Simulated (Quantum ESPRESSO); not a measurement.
MgS (Niningerite):

```xyz
2
Lattice="0.0000 2.6016 2.6016 2.6016 0.0000 2.6016 2.6016 2.6016 0.0000" Properties=species:S:1:pos:R:3 pbc="T T T"
S     2.6016    2.6016    2.6016
Mg    0.0000    0.0000    0.0000
```

```yaml
Program: Quantum ESPRESSO 7.5
Task: phonons
Functional: RPBE
Potentials_or_basis: PseudoDojo 0.4.1 SR PBE standard
Cutoff: 1143 eV
Density_cutoff: 4572 eV
k_mesh: 4 × 4 × 4, shifted
Occupations: fermi-dirac, width 0.05 eV
Spin: no spin polarisation
Mixing_beta: 0.5
Most_SCF_iterations: 120
SCF_threshold: 4e-10 Ry
```

The cell and the atoms were relaxed first, to 18.36 Å³/atom (a = 3.731 Å, b = 3.731 Å, c = 3.731 Å, α = 60.00°, β = 60.00°, γ = 60.00°), and the response was taken there.

The first run showed a gap, so the response started from a second, tighter run with fixed occupations.

The run gives a transverse optical frequency of 218 cm⁻¹, an electronic dielectric constant of 5.33 and Born charges of ±2.37 e.

Q: What are the longitudinal frequency and the static dielectric constant?

A: The longitudinal mode lies at 387 cm⁻¹, 169 cm⁻¹ over the transverse one, and the static constant is 16.77. The two agree with the Lyddane-Sachs-Teller relation: (387/218)² = 3.15 and 16.77/5.33 = 3.15.

Caveat: the potentials were made for another functional, which shifts forces and pressure; before the sum rule the acoustic modes lie tens of cm⁻¹ from zero, a sign that the density grid also shifts the optical modes.
